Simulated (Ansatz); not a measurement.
**Ni: which magnetic state does the SCF reach?**

Wanted: the lowest electronic state of Ni in this cell. One SCF may end in a higher state, so several starts are tried. The cell (2 atoms) is Ni in its experimental structure (space group Fm-3m, primitive cell doubled). Source: COD entry 2102251.

Method: DFT PBE, PAW, plane waves, scalar-relativistic, in Ansatz 0.2.0.

## (1) Starting point

It takes space group Fm-3m (No. 225, cubic). Conventional cell: a = 3.556 Å, b = 3.556 Å, c = 3.556 Å, α = 90.00°, β = 90.00°, γ = 90.00°. Ni (site symmetry m-3m) is surrounded by 12 Ni at 2.51 Å.

Structure file:

```cif
data_structure
_symmetry_space_group_name_H-M 'Fm-3m'
_symmetry_Int_Tables_number 225
_cell_length_a 3.5560
_cell_length_b 3.5560
_cell_length_c 3.5560
_cell_angle_alpha 90.000
_cell_angle_beta 90.000
_cell_angle_gamma 90.000
_cell_volume 44.97
loop_
_atom_site_label
_atom_site_type_symbol
_atom_site_symmetry_multiplicity
_atom_site_Wyckoff_symbol
_atom_site_fract_x
_atom_site_fract_y
_atom_site_fract_z
_atom_site_occupancy
Ni1 Ni 4 a 0.00000 0.00000 0.00000 1
```

Atoms are counted from 1 in the order of input.yaml (Ni2 and so on).

The first starts: parallel moments, plain SCF; opposed moments +-, plain SCF; no spin polarisation; spin on, no moments given (the program may seed its own), plain SCF. Further starts follow from what these give.

“Plain SCF” means no search for lower states. 

Site moments are integrals over atomic spheres and don't add up to the total.

## (2) Parallel moments, plain SCF

Contents of input.yaml:

```yaml
crystal:
  lattice:
    - [3.556, 1.778, 1.778]
    - [1.778, 3.556, 1.778]
    - [1.778, 1.778, 3.556]
  atoms:
    - { symbol: Ni, position: [0.0, 0.0, 0.0], spin: 2.0 }
    - { symbol: Ni, position: [0.5, 0.5, 0.5], spin: 2.0 }
magnetization:
  spin_polarized: true
hamiltonian:
  xc: pbe
  pseudopotentials: { kind: paw }
basis:
  ecutwfc: 420
kpoints:
  mp_grid: { grid: [13, 13, 13] }
scf:
  occupations: { method: fermi_dirac, width: 0.1 }
  lower_state_search: "off"
output:
  forces: true
  stress: true
```

Output, shortened:

```text
basis.fft_grid_basis auto: the FFT boxes are laid along the combinations [[1, 0, -1], [0, 1, -1], [0, 0, 1]] of the cell's own vectors, 2.514, 2.514 and 4.355 Å long. The dense box has 18×18×30 points. Along the cell's own vectors, as sized, it would have 30×30×30, 2.78 times as many. [...]
Pseudopotentials: kind: paw
Pseudopotential: Ni, paw, valence charge 18, recommended cutoff 420 eV (normal), Ni.paw.azcp
Functional definition: PBE
[...]
Crystal: 2 atoms, lattice volume = 22.483 Å³
Basis set: ecut = 420 eV, 457 PW (Γ), FFT grids on a1−a3, a2−a3, a3, exchange–correlation on 36×36×60 points (8 copies of the dense FFT grid, shifted against one another)
Bands: 24, of which v1, the nominal top of the filled ones, is band 18 counted from 1 (17 counted from 0)
Symmetry: 24 space group operations
Space group: Fm-3m (ITA 225), of the structure as read, at distance tolerance 2.8e-5 Å
Magnetic group: BNS 225.116 (UNI 1618), of the structure as read, at distance tolerance 2.8e-5 Å
k-points: 231 of 2197
[...]
Starting moments: Σ|m| = 4 μB on 2 of 2 sites
[...]
SCF iter   1: F=—  HF=-11678.940878 eV  |F-HF|=—  |Δ(HF+E_count)|=         —  Δρ=1.27e-1 (↑1.11e-1 ↓1.27e-1)  dr2=3.82e-2  dr2_m=2.90e0  M=1.883 μB ∫|m|=2.098 μB  β_m=0.30  ethr=1.06e-4  ⟨swp⟩=1.0  Hψ=54895  notcnv=0
[...]
spin-set hold released at iteration 1 (the charge has settled, or the pull on large starting moments outlasts its swing): the magnetisation degrees of freedom join the quasi-Newton model from the next iteration; the mixer history was flushed
[...]
SCF iter  10: F=-11679.486265 eV  HF=-11679.486265 eV  |F-HF|=1.37e-9  |Δ(HF+E_count)|=   1.17e-8  Δρ=3.96e-6 (↑1.03e-6 ↓3.96e-6)  dr2=2.89e-9  dr2_m=6.24e-10  M=1.272 μB ∫|m|=1.454 μB  ethr=1.32e-11  ⟨swp⟩=2.0  Hψ=31805  notcnv=0
[...]
SCF converged after 10 iterations
Magnetization: 1.2717 μB (18.6358 up, 17.3642 down)
Absolute magnetization: 1.4555 μB (∫|ρ↑−ρ↓|, with the PAW one-centre terms)
Spin contamination: 0.0147 ħ² per cell (⟨S²⟩ above its minimum at these occupations)
Per-site moments (μB) at R_I (Å): [(0.674644603188438, 1.037219581983487), (0.6746446031884377, 1.037219581983487)]
Free energy (F): -11679.486265 eV
[...]
E sigma→0 (E₀):  -11679.432173 eV
Entropy (-TS):   -0.108183 eV (-54.092 meV/atom)
Fermi energy:    17.443510 eV
[...]
--- Forces (eV/Å), atoms counted from 1 ---
  atom   1  Ni     0.00000000     0.00000000     0.00000000
  atom   2  Ni     0.00000000     0.00000000    -0.00000000
[...]
--- Stress (GPa, compression-positive) ---
       -5.540455       0.057598       0.057598
        0.057598      -5.540455       0.057598
        0.057598       0.057598      -5.540455
  P = ⅓ Tr σ = -5.5405 GPa (-55.405 kbar)
```

Run time: 5.7 s. Hardware: 2 threads of an x86-64 CPU, shared host; peak memory 0.49 GiB.

Result: ferromagnetic, site moments Ni1 0.67, Ni2 0.67 μB, total 1.27 μB per cell, no gap on the k-mesh.

## (3) Opposed moments +-, plain SCF

input.yaml, as its differences from that of step 2:

```diff
@@ -7,3 +7,3 @@
     - { symbol: Ni, position: [0.0, 0.0, 0.0], spin: 2.0 }
-    - { symbol: Ni, position: [0.5, 0.5, 0.5], spin: 2.0 }
+    - { symbol: Ni, position: [0.5, 0.5, 0.5], spin: -2.0 }
 magnetization:
```

Output, shortened:

```text
[... 12 lines as in an earlier run ...]
Symmetry: 12 space group operations
Space group: R-3m (ITA 166), of the structure as read, at distance tolerance 2.8e-5 Å
Magnetic group: BNS 166.102 (UNI 1332), of the structure as read, at distance tolerance 2.8e-5 Å
[... 5 lines as in an earlier run ...]
Starting moments: Σ|m| = 4 μB on 2 of 2 sites
Starting magnetic order: antiferromagnet; a translation exchanges its spin sublattices: spin-degenerate at every k-point
[... 2 lines as in an earlier run ...]
spin-down is spin-up translated by (0.5, 0.5, 0.5): one eigenproblem is solved per k-point and the antiferromagnetic symmetry of the starting moments is kept exactly by this SCF (crystal.symmetry.spin_inversion_symmetry: false solves both channels; [...]
SCF iter   1: F=—  HF=-11678.716120 eV  |F-HF|=—  |Δ(HF+E_count)|=         —  Δρ=1.30e-1 (↑1.30e-1 ↓1.30e-1)  dr2=7.00e-2  dr2_m=3.45e0  M=0.000 μB ∫|m|=1.948 μB  β_m=0.30  ethr=1.95e-4  ⟨swp⟩=1.2  Hψ=27715  notcnv=0
[...]
[... 1 line as in an earlier run ...]
[...]
WARN: the starting moments were not kept: the SCF closed with an absolute magnetisation of 2.2e-4 μB, where they sum to 4 μB in size (2 sites). That is at most 0.1 of that sum. Measured as dr2_m measures the in/out step, that magnetisation stands 6.7e-8 eV from none, at or under the [...]
SCF converged after 20 iterations
Magnetization: 0.0000 μB (18.0000 up, 18.0000 down)
Absolute magnetization: 0.0002 μB (∫|ρ↑−ρ↓|, with the PAW one-centre terms)
Spin contamination: 0.0000 ħ² per cell (⟨S²⟩ above its minimum at these occupations)
Per-site moments (μB) at R_I (Å): [(-0.00010801718424386372, 1.037219581983487), (0.0001080171842438637, 1.037219581983487)]
Free energy (F): -11679.407575 eV
[...]
E sigma→0 (E₀):  -11679.316199 eV
Entropy (-TS):   -0.182751 eV (-91.375 meV/atom)
Fermi energy:    17.280045 eV
[...]
--- Forces (eV/Å), atoms counted from 1 ---
  atom   1  Ni    -0.00000000     0.00000000    -0.00000000
  atom   2  Ni     0.00000000     0.00000000     0.00000000
[...]
--- Stress (GPa, compression-positive) ---
       -6.382718      -0.020945      -0.020945
       -0.020945      -6.382718      -0.020945
       -0.020945      -0.020945      -6.382718
  P = ⅓ Tr σ = -6.3827 GPa (-63.827 kbar)
```

It took 5.5 s on 2 threads of an x86-64 CPU, shared host; peak memory 0.46 GiB.

The state reached is non-magnetic, no gap on the k-mesh. Against step 2, the lowest until now, it is 39.3 meV/atom higher.

## (4) No spin polarisation

input.yaml, as its differences from that of step 3:

```diff
@@ -6,6 +6,4 @@
   atoms:
-    - { symbol: Ni, position: [0.0, 0.0, 0.0], spin: 2.0 }
-    - { symbol: Ni, position: [0.5, 0.5, 0.5], spin: -2.0 }
-magnetization:
-  spin_polarized: true
+    - { symbol: Ni, position: [0.0, 0.0, 0.0] }
+    - { symbol: Ni, position: [0.5, 0.5, 0.5] }
 hamiltonian:
```

Output, shortened:

```text
[... 11 lines as in an earlier run ...]
Bands: 22, of which v1, the nominal top of the filled ones, is band 18 counted from 1 (17 counted from 0)
[... 6 lines as in an earlier run ...]
[...]
[... 2 lines as in an earlier run ...]
SCF iter   1: F=—  HF=-11679.407331 eV  |F-HF|=—  |Δ(HF+E_count)|=         —  Δρ=1.83e-3  dr2=3.55e-4  ethr=1.77e-3  ⟨swp⟩=4.4  Hψ=18451  notcnv=0
[...]
SCF iter   6: F=-11679.407575 eV  HF=-11679.407575 eV  |F-HF|=1.08e-9  |Δ(HF+E_count)|=   9.26e-9  Δρ=3.85e-6  dr2=1.30e-9  ethr=1.47e-11  ⟨swp⟩=2.1  Hψ=16249  notcnv=0
[...]
SCF converged after 6 iterations
Free energy (F): -11679.407575 eV
[...]
E sigma→0 (E₀):  -11679.316199 eV
Entropy (-TS):   -0.182750 eV (-91.375 meV/atom)
Fermi energy:    17.280027 eV
[... 24 lines left out: energy terms, forces, stress ...]
```

Wall time 1.6 s (2 threads of an x86-64 CPU, shared host); peak memory 0.43 GiB.

Nothing new: the 6 iterations lead to the state found in step 3 (non-magnetic).

## (5) Spin on, no moments given (the program may seed its own), plain SCF

input.yaml, as its differences from that of step 4:

```diff
@@ -21 +21,3 @@
   stress: true
+magnetization:
+  spin_polarized: true
```

Output, shortened:

```text
[... 1 line as in an earlier run ...]
band count auto-derived: 24 (N_el = 36.0; filled up to band 18; 22 by the electrons, moments and atoms)
[... 20 lines as in an earlier run ...]
[...]
SCF iter   1: F=—  HF=-11678.013896 eV  |F-HF|=—  |Δ(HF+E_count)|=         —  Δρ=1.78e-1 (↑1.78e-1 ↓1.75e-1)  dr2=1.10e-2  dr2_m=6.43e0  M=2.573 μB ∫|m|=2.573 μB  ethr=5.45e-4  ⟨swp⟩=1.3  Hψ=27777  notcnv=0
[...]
SCF iter  11: F=-11679.486265 eV  HF=-11679.486265 eV  |F-HF|=1.62e-10  |Δ(HF+E_count)|=   8.84e-9  Δρ=1.62e-6 (↑4.07e-7 ↓1.62e-6)  dr2=6.29e-11  dr2_m=1.86e-10  M=1.272 μB ∫|m|=1.454 μB  ethr=7.91e-12  ⟨swp⟩=2.0  Hψ=31458  notcnv=0
[...]
SCF converged after 11 iterations
Magnetization: 1.2717 μB (18.6358 up, 17.3642 down)
Absolute magnetization: 1.4555 μB (∫|ρ↑−ρ↓|, with the PAW one-centre terms)
Spin contamination: 0.0147 ħ² per cell (⟨S²⟩ above its minimum at these occupations)
Per-site moments (μB) at R_I (Å): [(0.6746491231474415, 1.037219581983487), (0.6746491231474412, 1.037219581983487)]
Free energy (F): -11679.486265 eV
[...]
E sigma→0 (E₀):  -11679.432173 eV
Entropy (-TS):   -0.108183 eV (-54.091 meV/atom)
Fermi energy:    17.443487 eV
[... 24 lines left out: energy terms, forces, stress ...]
```

Run time: 5.5 s. Hardware: 2 threads of an x86-64 CPU, shared host; peak memory 0.48 GiB.

Nothing new: the 11 iterations lead to the state found in step 2 (ferromagnetic).

## (6) Parallel moments scaled by 0.03, plain SCF

input.yaml, as its differences from that of step 5:

```diff
@@ -6,4 +6,6 @@
   atoms:
-    - { symbol: Ni, position: [0.0, 0.0, 0.0] }
-    - { symbol: Ni, position: [0.5, 0.5, 0.5] }
+    - { symbol: Ni, position: [0.0, 0.0, 0.0], spin: 0.06 }
+    - { symbol: Ni, position: [0.5, 0.5, 0.5], spin: 0.06 }
+magnetization:
+  spin_polarized: true
 hamiltonian:
@@ -21,3 +23 @@
   stress: true
-magnetization:
-  spin_polarized: true
```

Output, shortened:

```text
[... 11 lines as in an earlier run ...]
Bands: 23, of which v1, the nominal top of the filled ones, is band 18 counted from 1 (17 counted from 0)
[... 8 lines as in an earlier run ...]
Starting moments: Σ|m| = 0.12 μB on 2 of 2 sites
[... 3 lines as in an earlier run ...]
SCF iter   1: F=—  HF=-11679.424290 eV  |F-HF|=—  |Δ(HF+E_count)|=         —  Δρ=2.65e-2 (↑2.65e-2 ↓1.77e-2)  dr2=1.96e-1  dr2_m=5.62e-3  M=0.165 μB ∫|m|=0.169 μB  β_m=1.00  ethr=5.45e-4  ⟨swp⟩=1.0  Hψ=52752  notcnv=0
[...]
spin-set hold released at iteration 15 (site moments contracting): the magnetisation degrees of freedom join the quasi-Newton model from the next iteration; the mixer history was flushed
[...]
SCF iter  22: F=-11679.486265 eV  HF=-11679.486265 eV  |F-HF|=1.04e-9  |Δ(HF+E_count)|=   4.04e-8  Δρ=2.53e-6 (↑1.99e-6 ↓2.53e-6)  dr2=1.21e-9  dr2_m=2.83e-10  M=1.272 μB ∫|m|=1.454 μB  ethr=6.73e-11  ⟨swp⟩=2.0  Hψ=33548  notcnv=0
[...]
SCF converged after 22 iterations
Magnetization: 1.2717 μB (18.6358 up, 17.3642 down)
Absolute magnetization: 1.4555 μB (∫|ρ↑−ρ↓|, with the PAW one-centre terms)
Spin contamination: 0.0147 ħ² per cell (⟨S²⟩ above its minimum at these occupations)
Per-site moments (μB) at R_I (Å): [(0.6746436222886043, 1.037219581983487), (0.6746436222886036, 1.037219581983487)]
Free energy (F): -11679.486265 eV
[...]
E sigma→0 (E₀):  -11679.432172 eV
Entropy (-TS):   -0.108185 eV (-54.092 meV/atom)
Fermi energy:    17.443463 eV
[... 24 lines left out: energy terms, forces, stress ...]
```

Wall time 9.7 s (2 threads of an x86-64 CPU, shared host); peak memory 0.48 GiB.

This is the state of step 2 again (ferromagnetic), after 22 iterations.

## (7) Moments ++ scaled by 0.65, plain SCF

input.yaml, as its differences from that of step 6:

```diff
@@ -6,4 +6,4 @@
   atoms:
-    - { symbol: Ni, position: [0.0, 0.0, 0.0], spin: 0.06 }
-    - { symbol: Ni, position: [0.5, 0.5, 0.5], spin: 0.06 }
+    - { symbol: Ni, position: [0.0, 0.0, 0.0], spin: 1.3 }
+    - { symbol: Ni, position: [0.5, 0.5, 0.5], spin: 1.3 }
 magnetization:
```

Output, shortened:

```text
[... 20 lines as in an earlier run ...]
Starting moments: Σ|m| = 2.6 μB on 2 of 2 sites
[... 2 lines as in an earlier run ...]
[...]
SCF iter   1: F=—  HF=-11679.326222 eV  |F-HF|=—  |Δ(HF+E_count)|=         —  Δρ=6.37e-2 (↑3.62e-2 ↓6.37e-2)  dr2=1.10e-1  dr2_m=4.92e-1  M=1.545 μB ∫|m|=1.651 μB  β_m=0.30  ethr=3.07e-4  ⟨swp⟩=1.0  Hψ=54924  notcnv=0
[...]
spin-set hold released at iteration 7 (site moments contracting): the magnetisation degrees of freedom join the quasi-Newton model from the next iteration; the mixer history was flushed
[...]
SCF iter  14: F=-11679.486265 eV  HF=-11679.486265 eV  |F-HF|=5.28e-10  |Δ(HF+E_count)|=   9.58e-9  Δρ=4.91e-6 (↑1.51e-6 ↓4.91e-6)  dr2=1.45e-9  dr2_m=9.64e-10  M=1.272 μB ∫|m|=1.454 μB  ethr=1.49e-11  ⟨swp⟩=1.7  Hψ=32764  notcnv=0
[...]
SCF converged after 14 iterations
Magnetization: 1.2717 μB (18.6358 up, 17.3642 down)
Absolute magnetization: 1.4555 μB (∫|ρ↑−ρ↓|, with the PAW one-centre terms)
Spin contamination: 0.0147 ħ² per cell (⟨S²⟩ above its minimum at these occupations)
Per-site moments (μB) at R_I (Å): [(0.6746471981980391, 1.037219581983487), (0.674647198198039, 1.037219581983487)]
Free energy (F): -11679.486265 eV
[...]
E sigma→0 (E₀):  -11679.432174 eV
Entropy (-TS):   -0.108182 eV (-54.091 meV/atom)
Fermi energy:    17.443494 eV
[... 24 lines left out: energy terms, forces, stress ...]
```

It took 6.3 s on 2 threads of an x86-64 CPU, shared host; peak memory 0.48 GiB.

This is the state of step 2 again (ferromagnetic), after 14 iterations.

## (8) A moment on one site alone, plain SCF

input.yaml, as its differences from that of step 7:

```diff
@@ -6,4 +6,4 @@
   atoms:
-    - { symbol: Ni, position: [0.0, 0.0, 0.0], spin: 1.3 }
-    - { symbol: Ni, position: [0.5, 0.5, 0.5], spin: 1.3 }
+    - { symbol: Ni, position: [0.0, 0.0, 0.0], spin: 2.0 }
+    - { symbol: Ni, position: [0.5, 0.5, 0.5] }
 magnetization:
```

Output, shortened:

```text
[... 14 lines as in an earlier run ...]
Magnetic group: BNS 166.97 (UNI 1327), of the structure as read, at distance tolerance 2.8e-5 Å
[... 5 lines as in an earlier run ...]
Starting moments: Σ|m| = 2 μB on 1 of 2 sites
[... 2 lines as in an earlier run ...]
SCF iter   1: F=—  HF=-11679.295316 eV  |F-HF|=—  |Δ(HF+E_count)|=         —  Δρ=1.06e-1 (↑1.06e-1 ↓4.28e-2)  dr2=2.98e0  dr2_m=6.47e-1  M=1.375 μB ∫|m|=1.488 μB  β_m=0.30  ethr=3.10e-3  ⟨swp⟩=4.6  Hψ=38371  notcnv=0
[...]
spin-set hold released at iteration 5 (the charge has settled, or the pull on large starting moments outlasts its swing): the magnetisation degrees of freedom join the quasi-Newton model from the next iteration; the mixer history was flushed
[...]
SCF iter  21: F=-11679.486265 eV  HF=-11679.486265 eV  |F-HF|=5.64e-9  |Δ(HF+E_count)|=   1.01e-8  Δρ=6.08e-6 (↑1.78e-6 ↓6.08e-6)  dr2=6.75e-9  dr2_m=1.35e-9  M=1.272 μB ∫|m|=1.454 μB  ethr=2.78e-10  ⟨swp⟩=3.0  Hψ=38301  notcnv=0
[...]
SCF converged after 21 iterations
Magnetization: 1.2717 μB (18.6358 up, 17.3642 down)
Absolute magnetization: 1.4555 μB (∫|ρ↑−ρ↓|, with the PAW one-centre terms)
Spin contamination: 0.0147 ħ² per cell (⟨S²⟩ above its minimum at these occupations)
Per-site moments (μB) at R_I (Å): [(0.674638662814732, 1.037219581983487), (0.6746551382320216, 1.037219581983487)]
Free energy (F): -11679.486265 eV
[...]
E sigma→0 (E₀):  -11679.432173 eV
Entropy (-TS):   -0.108184 eV (-54.092 meV/atom)
Fermi energy:    17.443476 eV
[... 24 lines left out: energy terms, forces, stress ...]
```

It took 7.6 s on 2 threads of an x86-64 CPU, shared host; peak memory 0.49 GiB.

Nothing new: the 21 iterations lead to the state found in step 2 (ferromagnetic).

## (9) Parallel moments, spin not held back in the first iterations, no switch to direct minimisation

input.yaml, as its differences from that of step 8:

```diff
@@ -7,3 +7,3 @@
     - { symbol: Ni, position: [0.0, 0.0, 0.0], spin: 2.0 }
-    - { symbol: Ni, position: [0.5, 0.5, 0.5] }
+    - { symbol: Ni, position: [0.5, 0.5, 0.5], spin: 2.0 }
 magnetization:
@@ -20,2 +20,4 @@
   lower_state_search: "off"
+  algorithm: density_mixing
+  mixing: { spin_hold: "off" }
 output:
```

Output, shortened:

```text
[... 20 lines as in an earlier run ...]
Starting moments: Σ|m| = 4 μB on 2 of 2 sites
[... 2 lines as in an earlier run ...]
[...]
SCF iter   1: F=—  HF=-11678.872110 eV  |F-HF|=—  |Δ(HF+E_count)|=         —  Δρ=1.24e-1 (↑1.06e-1 ↓1.24e-1)  dr2=4.43e-2  dr2_m=2.72e0  M=1.879 μB ∫|m|=2.026 μB  β_m=0.30  ethr=1.23e-4  ⟨swp⟩=1.0  Hψ=54907  notcnv=0
[...]
SCF iter  10: F=-11679.486265 eV  HF=-11679.486265 eV  |F-HF|=1.44e-9  |Δ(HF+E_count)|=   1.79e-8  Δρ=3.51e-6 (↑1.13e-6 ↓3.51e-6)  dr2=2.00e-9  dr2_m=4.14e-10  M=1.272 μB ∫|m|=1.454 μB  ethr=2.88e-11  ⟨swp⟩=1.9  Hψ=35280  notcnv=0
[...]
SCF converged after 10 iterations
Magnetization: 1.2717 μB (18.6358 up, 17.3642 down)
Absolute magnetization: 1.4555 μB (∫|ρ↑−ρ↓|, with the PAW one-centre terms)
Spin contamination: 0.0147 ħ² per cell (⟨S²⟩ above its minimum at these occupations)
Per-site moments (μB) at R_I (Å): [(0.674645883526404, 1.037219581983487), (0.6746458835264039, 1.037219581983487)]
Free energy (F): -11679.486265 eV
[...]
E sigma→0 (E₀):  -11679.432173 eV
Entropy (-TS):   -0.108183 eV (-54.092 meV/atom)
Fermi energy:    17.443509 eV
[... 24 lines left out: energy terms, forces, stress ...]
```

Wall time 4.9 s (2 threads of an x86-64 CPU, shared host); peak memory 0.48 GiB.

The run ends in the same state as step 2 (ferromagnetic); it took 10 iterations.

## (10) Comparing the starts

```
step  iterations  state  moments of Ni1 Ni2 (μB)  total (μB)  gap (eV)  pressure (GPa)  above lowest (meV/atom)
   2          10      1                0.67 0.67        1.27      none            -5.5                      0.0
   3          20      2                0.00 0.00        0.00      none            -6.4                     39.3
   4           6      2                0.00 0.00        0.00      none            -6.4                     39.3
   5          11      1                0.67 0.67        1.27      none            -5.5                      0.0
   6          22      1                0.67 0.67        1.27      none            -5.5                      0.0
   7          14      1                0.67 0.67        1.27      none            -5.5                      0.0
   8          21      1                0.67 0.67        1.27      none            -5.5                      0.0
   9          10      1                0.67 0.67        1.27      none            -5.5                      0.0
```

States are numbered from the lowest. Starts by step: 2 parallel moments, plain SCF; 3 opposed moments +-, plain SCF; 4 no spin polarisation; 5 spin on, no moments given (the program may seed its own), plain SCF; 6 parallel moments scaled by 0.03, plain SCF; 7 moments ++ scaled by 0.65, plain SCF; 8 a moment on one site alone, plain SCF; 9 parallel moments, spin not held back in the first iterations, no switch to direct minimisation.

The 8 runs of this session took 47 s in all, from 1.6 s to 9.7 s each.

Decimal logarithm of the largest residual (eV) by iteration, counted through all cycles of a run (7 of the 8 runs):

| iteration | step 2 | step 3 | step 4 | step 5 | step 6 | step 7 | step 8 |
| --- | --- | --- | --- | --- | --- | --- | --- |
| 1 | 0.5 | 0.5 | -3.4 | 0.8 | -0.7 | -0.3 | 0.5 |
| 2 | 0.2 | 0.3 | -4.0 | -0.4 | -1.5 | -0.5 | 1.1 |
| 3 | -1.7 | -0.7 | -6.1 | -0.6 | -1.9 | -0.7 | 0.1 |
| 4 | -1.4 | -1.0 | -6.7 | -0.3 | -2.3 | -0.9 | 0.1 |
| 5 | -2.6 | -2.0 | -8.3 | -2.5 | -2.1 | -1.2 | -0.1 |
| 7 | -5.3 | -3.2 | - | -3.2 | -1.9 | -1.6 | 1.1 |
| 9 | -8.0 | -4.0 | - | -6.1 | -1.8 | -3.8 | -0.6 |
| 11 | - | -4.6 | - | -9.7 | -1.9 | -5.3 | -1.6 |
| 12 | - | -4.9 | - | - | -2.0 | -6.6 | -1.7 |
| 14 | - | -5.9 | - | - | -2.4 | -8.8 | -2.0 |
| 16 | - | -4.8 | - | - | -2.4 | - | -3.1 |
| 18 | - | -7.6 | - | - | -2.3 | - | -4.6 |
| 20 | - | -10.3 | - | - | -5.1 | - | -6.3 |
| 22 | - | - | - | - | -8.9 | - | - |

## (11) What came out

```
                      quantity                               value
               distinct states             2 from 8 converged runs
lowest state from plain starts                       ferromagnetic
                   its moments               Ni1 0.67, Ni2 0.67 μB
                  total moment                    1.27 μB per cell
             gap on the k-mesh                                none
                      pressure                            -5.5 GPa
                 largest force                          0.000 eV/Å
                    next state  non-magnetic, 39.3 meV/atom higher
```

The 8 converged runs end in 2 distinct states. Switching spin polarisation off costs 39.3 meV/atom in free energy, smearing entropy included. The search isn't exhaustive: larger magnetic cells and non-collinear orders weren't tried.
